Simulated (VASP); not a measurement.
# PbSe (Clausthalite) (Fm-3m) in VASP: single point with PBEsol

Aim: the single point of PbSe (Clausthalite) with PBEsol.

All numbers are computed with VASP 6.6.1; they aren't measurements. Logs are shortened: lines on timing, memory, paths and dates and some standing lists are left out, and cuts for length are marked.

**The experiment to reproduce.**

From a printed reference work, monograph, for a bulk crystal of PbSe at 4.2 K: band gap 0.15 eV (direct).

The runs below are set against these values where they give the same quantity.

## 1. The cell of the first run

The structure is cubic, space group Fm-3m (No. 225). Conventional cell: a = 6.121 Å, b = 6.121 Å, c = 6.121 Å, α = 90.00°, β = 90.00°, γ = 90.00°. Within 4.0 Å of Pb (site symmetry m-3m) lie 6 Se at 3.06 Å. Within 4.0 Å of Se (site symmetry m-3m) lie 6 Pb at 3.06 Å.

## 2. Single point, PBEsol

Contents of INCAR:

```
PREC = Accurate ; ENCUT = 500
EDIFF = 1E-6 ; ISMEAR = 0
SIGMA = 0.01 ; LREAL = F
LASPH = T ; NELM = 120
ALGO = Normal ; ISIF = 2
LWAVE = F ; LCHARG = T
GGA = PS ; LELF = T
LVHAR = T ; NBANDS = 17
GGA_COMPAT = F
```

Contents of KPOINTS:

```
regular mesh
0
Gamma
  6 6 6
```

Contents of POSCAR:

```
PbSe
1.0
    0.0000000000      3.0606500000      3.0606500000
    3.0606500000      0.0000000000      3.0606500000
    3.0606500000      3.0606500000      0.0000000000
Pb Se
1 1
Direct
    0.0000000000      0.0000000000      0.0000000000
    0.5000000000      0.5000000000      0.5000000000
```

Potentials or basis: VASP PAW PBE potentials, release 64 (Pb_d, Se).

On the command line:

```console
$ cat potpaw_PBE.64/Pb_d/POTCAR potpaw_PBE.64/Se/POTCAR > POTCAR
$ mpirun -np 1 vasp_std > vasp.out
```

OUTCAR:

```text
PREC = Accurate
   ENCUT = 500
   EDIFF = 1E-6
   ISMEAR = 0
   LREAL = F
   LASPH = T
   NELM = 120
   ISIF = 2
   GGA = PS

 ion  position               nearest neighbor table
   1  0.000  0.000  0.000-   2 3.06   2 3.06   2 3.06   2 3.06   2 3.06   2 3.06
   2  0.500  0.500  0.500-   1 3.06   1 3.06   1 3.06   1 3.06   1 3.06   1 3.06

  LATTYP: Found a face centered cubic cell.
 ALAT       =     6.1213000000

  Lattice vectors:

 A1 = (   0.0000000000,   3.0606500000,   3.0606500000)
 A2 = (   3.0606500000,   0.0000000000,   3.0606500000)
 A3 = (   3.0606500000,   3.0606500000,   0.0000000000)

Analysis of symmetry for initial positions (statically):
=====================================================================
 Subroutine PRICEL returns:
 Original cell was already a primitive cell.

 Routine SETGRP: Setting up the symmetry group for a
 face centered cubic supercell.

 Subroutine GETGRP returns: Found 48 space group operations
 (whereof 48 operations were pure point group operations)
 out of a pool of 48 trial point group operations.

The static configuration has the point symmetry O_h .

Analysis of symmetry for dynamics (positions and initial velocities):
=====================================================================
 Subroutine PRICEL returns:
 Original cell was already a primitive cell.

 Routine SETGRP: Setting up the symmetry group for a
 face centered cubic supercell.

 Subroutine GETGRP returns: Found 48 space group operations
 (whereof 48 operations were pure point group operations)
 out of a pool of 48 trial point group operations.

The dynamic configuration has the point symmetry O_h .

 Subroutine INISYM returns: Found 48 space group operations
 (whereof 48 operations are pure point group operations),
 and found     1 'primitive' translations

----------------------------------------------------------------------------------------

                                     Primitive cell

  volume of cell :      57.3418

  direct lattice vectors                    reciprocal lattice vectors
     0.000000000  3.060650000  3.060650000    -0.163363991  0.163363991  0.163363991
     3.060650000  0.000000000  3.060650000     0.163363991 -0.163363991  0.163363991
     3.060650000  3.060650000  0.000000000     0.163363991  0.163363991 -0.163363991

  length of vectors
     4.328412740  4.328412740  4.328412740     0.282954733  0.282954733  0.282954733

  position of ions in fractional coordinates (direct lattice)
     0.000000000  0.000000000  0.000000000
     0.500000000  0.500000000  0.500000000

  ion indices of the primitive-cell ions
   primitive index   ion index
                 1           1
                 2           2

----------------------------------------------------------------------------------------

 KPOINTS: regular mesh

Automatic generation of k-mesh.
 Grid dimensions read from file:
 generate k-points for:    6    6    6

 Generating k-lattice:

  Cartesian coordinates                     Fractional coordinates (reciprocal lattice)
    -0.027227332  0.027227332  0.027227332     0.166666667  0.000000000  0.000000000
     0.027227332 -0.027227332  0.027227332     0.000000000  0.166666667  0.000000000
     0.027227332  0.027227332 -0.027227332     0.000000000  0.000000000  0.166666667

  Length of vectors
     0.047159122  0.047159122  0.047159122

  Shift w.r.t. Gamma in fractional coordinates (k-lattice)
     0.000000000  0.000000000  0.000000000

 Subroutine IBZKPT returns following result:
 ===========================================

 Found     16 irreducible k-points:

 Following reciprocal coordinates:
            Coordinates               Weight
  0.000000  0.000000  0.000000      1.000000
  0.166667  0.000000  0.000000      8.000000
  0.333333  0.000000  0.000000      8.000000
  0.500000  0.000000  0.000000      4.000000
  0.166667  0.166667  0.000000      6.000000
  0.333333  0.166667  0.000000     24.000000
[... 8 lines left out ...]
 -0.333333  0.333333  0.166667     24.000000
 -0.333333  0.500000  0.166667     12.000000
   k-points           NKPTS =     16   k-points in BZ     NKDIM =     16   number of bands    NBANDS=     17
   number of dos      NEDOS =    301   number of ions     NIONS =      2
   total plane-waves  NPLWV =  32768
   dimension x,y,z NGX =    32 NGY =   32 NGZ =   32
   dimension x,y,z NGXF=    64 NGYF=   64 NGZF=   64
   ions per type =               1   1
   NGX,Y,Z   is equivalent  to a cutoff of  12.29, 12.29, 12.29 a.u.
   NGXF,Y,Z  is equivalent  to a cutoff of  24.58, 24.58, 24.58 a.u.
 SYSTEM =  unknown system
   PREC   = accura    normal or accurate (medium, high low for compatibility)
   ISTART =      0    job   : 0-new  1-cont  2-samecut
   ICHARG =      2    charge: 1-file 2-atom 10-const
   ISPIN  =      1    spin polarized calculation?
   LNONCOLLINEAR =      F non collinear calculations
   LSORBIT =      F    spin-orbit coupling
   LASPH  =      T    aspherical Exc in radial PAW
   ENCUT  =  500.0 eV  36.75 Ry    6.06 a.u.   7.89  7.89  7.89*2*pi/ulx,y,z
   NELM   =    120;   NELMIN=  2; NELMDL= -5     # of ELM steps
   EDIFF  = 0.1E-05   stopping-criterion for ELM
   LREAL  =      F    real-space projection
   EDIFFG = 0.1E-04   stopping-criterion for IOM
   NSW    =      0    number of steps for IOM
   IBRION =     -1    ionic relax: 0-MD 1-quasi-New 2-CG
   NFREE  =      0    steps in history (QN), initial steepest desc. (CG)
   ISIF   =      2    stress and relaxation
   ISYM   =      2    0-nonsym 1-usesym 2-fastsym
   POTIM  = 0.5000    time-step for ionic-motion
   TEBEG  =    0.0;   TEEND  =   0.0 temperature during run
   PSTRESS=    0.0 pullay stress
   NELECT =      20.0000    total number of electrons
   NUPDOWN=      -1.0000    fix difference up-down
   EMIN   =  10.00;   EMAX   =-10.00  energy-range for DOS
   EFERMI =   0.00;   METHOD = LEGACY
   ISMEAR =     0;   SIGMA  =   0.01  broadening in eV -4-tet -1-fermi 0-gaus
   EFERMI_NEDOS =   21; number of points for ismear=-14 and -15
   IALGO  =     38    algorithm
   IMIX   =      4    mixing-type and parameters
     AMIX     =   0.40;   BMIX     =  1.00
     AMIX_MAG =   1.60;   BMIX_MAG =  1.00
  volume/ion in A,a.u.               =      28.67       193.48
  Fermi-wavevector in a.u.,A,eV,Ry     =   1.152377  2.177676 18.068159  1.327972
  Thomas-Fermi vector in A             =   2.289028
   LORBIT       =      0    0 simple, 1 ext, 2 COOP (PROOUT), +10 PAW based schemes
   GGA     = PS    functional components
   LHFCALC =     F    Hartree Fock is set to
   AEXX    =    0.0000 exact exchange contribution
   IVDW    =     0    specifies the selected vdW correction
   LEPSILON=     F    determine dielectric tensor
   LRPA    =     F    only Hartree local field effects (RPA)
 non-spin polarized calculation
 Gauss-broadening in eV      SIGMA  =   0.01
  energy-cutoff  :      500.00
  volume of cell :       57.34
 maximum number of plane-waves:      1470
   NGX = 15   NGY = 15   NGZ = 15

 number of electron      20.0000000 magnetization

 Free energy of the ion-electron system (eV)
  ---------------------------------------------------
  ext. energy  EPLUGINS =         0.00000000
  ---------------------------------------------------
  free energy    TOTEN  =        -8.92028880 eV

  energy without entropy =       -8.92028880  energy(sigma->0) =       -8.92028880

 E-fermi :   4.9871     XC(G=0):  -9.7202

 val. band max:        4.9074704244   @ k =   0.5000   0.0000   0.0000
 cond. band min:       5.1117180408   @ k =   0.5000   0.0000   0.0000
 fundamental gap:      0.2042476164
 Fermi energy:         4.9871204473

 k-point     1 :       0.0000    0.0000    0.0000
  band No.  band energies     occupation
      1     -11.8346      2.00000
      2     -11.8346      2.00000
      3     -11.8346      2.00000
      4     -11.8331      2.00000
      5     -11.8331      2.00000
      6      -8.6990      2.00000
[... 9 lines left out ...]
     16      11.3581      0.00000
     17      12.9114      0.00000

 k-point     2 :       0.1667    0.0000    0.0000
  band No.  band energies     occupation
      1     -11.8396      2.00000
      2     -11.8396      2.00000
      3     -11.8337      2.00000
      4     -11.8259      2.00000
      5     -11.8259      2.00000
      6      -8.4904      2.00000
[... 9 lines left out ...]
     16      11.9401      0.00000
     17      14.6693      0.00000

 k-point     3 :       0.3333    0.0000    0.0000
  band No.  band energies     occupation
      1     -11.8520      2.00000
      2     -11.8520      2.00000
      3     -11.8323      2.00000
      4     -11.8090      2.00000
      5     -11.8090      2.00000
      6      -7.9721      2.00000
[... 9 lines left out ...]
     16      13.4013      0.00000
     17      16.6169      0.00000

 k-point     4 :       0.5000    0.0000    0.0000
  band No.  band energies     occupation
      1     -11.8583      2.00000
      2     -11.8583      2.00000
      3     -11.8318      2.00000
      4     -11.8006      2.00000
      5     -11.8006      2.00000
      6      -7.6228      2.00000
[... 9 lines left out ...]
     16      15.0349      0.00000
     17      15.0349      0.00000

 k-point     5 :       0.1667    0.1667    0.0000
  band No.  band energies     occupation
      1     -11.8531      2.00000
      2     -11.8393      2.00000
      3     -11.8283      2.00000
      4     -11.8236      2.00000
      5     -11.8236      2.00000
      6      -8.4155      2.00000
[... 9 lines left out ...]
     16      12.9864      0.00000
     17      13.7734      0.00000

 k-point     6 :       0.3333    0.1667    0.0000
  band No.  band energies     occupation
      1     -11.8749      2.00000
      2     -11.8381      2.00000
      3     -11.8350      2.00000
      4     -11.8138      2.00000
      5     -11.8066      2.00000
      6      -7.9871      2.00000
[... 9 lines left out ...]
     16      14.3158      0.00000
     17      15.7134      0.00000

 k-point     7 :       0.5000    0.1667    0.0000
  band No.  band energies     occupation
      1     -11.8823      2.00000
      2     -11.8462      2.00000
      3     -11.8294      2.00000
      4     -11.8092      2.00000
      5     -11.7986      2.00000
      6      -7.5379      2.00000
[... 9 lines left out ...]
     16      15.2657      0.00000
     17      15.5905      0.00000

 k-point     8 :      -0.3333    0.1667    0.0000
  band No.  band energies     occupation
      1     -11.8692      2.00000
      2     -11.8509      2.00000
      3     -11.8266      2.00000
      4     -11.8089      2.00000
      5     -11.8077      2.00000
      6      -7.6593      2.00000
[... 9 lines left out ...]
     16      14.5307      0.00000
     17      15.8988      0.00000

 k-point     9 :      -0.1667    0.1667    0.0000
  band No.  band energies     occupation
      1     -11.8482      2.00000
      2     -11.8466      2.00000
      3     -11.8321      2.00000
      4     -11.8224      2.00000
      5     -11.8135      2.00000
      6      -8.1686      2.00000
[... 9 lines left out ...]
     16      13.7371      0.00000
     17      14.4429      0.00000

 k-point    10 :       0.3333    0.3333    0.0000
  band No.  band energies     occupation
      1     -11.9206      2.00000
      2     -11.8487      2.00000
      3     -11.8184      2.00000
      4     -11.8007      2.00000
      5     -11.8007      2.00000
      6      -7.6991      2.00000
[... 9 lines left out ...]
     16      15.1519      0.00000
     17      16.0466      0.00000

 k-point    11 :       0.5000    0.3333    0.0000
  band No.  band energies     occupation
      1     -11.9372      2.00000
      2     -11.8445      2.00000
      3     -11.8233      2.00000
      4     -11.7976      2.00000
      5     -11.7933      2.00000
      6      -7.3506      2.00000
[... 9 lines left out ...]
     16      16.0488      0.00000
     17      16.7684      0.00000

 k-point    12 :      -0.3333    0.3333    0.0000
  band No.  band energies     occupation
      1     -11.9107      2.00000
      2     -11.8370      2.00000
      3     -11.8273      2.00000
      4     -11.8093      2.00000
      5     -11.7994      2.00000
      6      -7.3241      2.00000
[... 9 lines left out ...]
     16      14.3223      0.00000
     17      16.3859      0.00000

 k-point    13 :       0.5000    0.5000    0.0000
  band No.  band energies     occupation
      1     -11.9653      2.00000
      2     -11.8533      2.00000
      3     -11.8135      2.00000
      4     -11.7887      2.00000
      5     -11.7887      2.00000
      6      -7.2462      2.00000
[... 9 lines left out ...]
     16      16.4620      0.00000
     17      17.5418      0.00000

 k-point    14 :       0.5000    0.3333    0.1667
  band No.  band energies     occupation
      1     -11.9004      2.00000
      2     -11.8361      2.00000
      3     -11.8351      2.00000
      4     -11.8061      2.00000
      5     -11.8012      2.00000
      6      -7.5707      2.00000
[... 9 lines left out ...]
     16      15.0997      0.00000
     17      15.4422      0.00000

 k-point    15 :      -0.3333    0.3333    0.1667
  band No.  band energies     occupation
      1     -11.9098      2.00000
      2     -11.8397      2.00000
      3     -11.8216      2.00000
      4     -11.8181      2.00000
      5     -11.7945      2.00000
      6      -7.3238      2.00000
[... 9 lines left out ...]
     16      16.2506      0.00000
     17      16.2682      0.00000

 k-point    16 :      -0.3333    0.5000    0.1667
  band No.  band energies     occupation
      1     -11.9386      2.00000
      2     -11.8379      2.00000
      3     -11.8272      2.00000
      4     -11.8056      2.00000
      5     -11.7887      2.00000
      6      -7.2245      2.00000
[... 9 lines left out ...]
     16      16.5375      0.00000
     17      17.5557      0.00000

------------------------ aborting loop because EDIFF is reached ----------------------------------------

  FORCE on cell =-STRESS in cart. coord.  units (eV):
  Direction    XX          YY          ZZ          XY          YZ          ZX
  --------------------------------------------------------------------------------------
  -------------------------------------------------------------------------------------
  Total       -0.1944301     -0.1944301     -0.1944301      0.0000000     -0.0000000     -0.0000000
  in kB       -5.4325417     -5.4325417     -5.4325417      0.0000000     -0.0000000     -0.0000000
  external PRESSURE =      -5.4325417 kB  Pullay stress =       0.0000000 kB

 VOLUME and BASIS-vectors are now :
 -----------------------------------------------------------------------------
  energy-cutoff  :      500.00
  volume of cell :       57.34
      direct lattice vectors                 reciprocal lattice vectors
     0.000000000  3.060650000  3.060650000    -0.163363991  0.163363991  0.163363991
     3.060650000  0.000000000  3.060650000     0.163363991 -0.163363991  0.163363991
     3.060650000  3.060650000  0.000000000     0.163363991  0.163363991 -0.163363991

 POSITION                                       TOTAL-FORCE (eV/Angst)
 -----------------------------------------------------------------------------------
      0.00000      0.00000      0.00000         0.000000      0.000000      0.000000
      3.06065      3.06065      3.06065        -0.000000     -0.000000     -0.000000
 -----------------------------------------------------------------------------------
    total drift:                                0.000000     -0.000000     -0.000000

  FREE ENERGIE OF THE ION-ELECTRON SYSTEM (eV)
  ---------------------------------------------------
  free  energy   TOTEN  =        -8.9202888029 eV

  energy  without entropy=       -8.9202888029  energy(sigma->0) =       -8.92028880
```

Run time: 34 s. Hardware: 1 thread of AMD EPYC 7R13, shared host; peak memory 0.15 GiB.

What came out:

```yaml
Free_energy: -8.9203 eV
Pressure: -0.5 GPa
Band_gap_on_the_k_mesh: 0.20 eV, direct
```

Caveat: the PAW data sets were made with another functional, which shifts forces and pressure a little; spin-orbit coupling is left out, which moves the levels of the heavy elements.

## 3. How close it comes

Step 2. A measured gap of PbSe is 0.15 eV (direct; 4.2 K; a printed reference work, monograph); the calculated 0.20 eV misses it by +0.05 eV. 2 values of this kind are on record (0.15 to 0.28 eV); this one was drawn at random. Spin-orbit coupling on Pb, Se is left out. The value is that of PBEsol on a finite k mesh, which can miss the band edges, without temperature or zero-point motion.
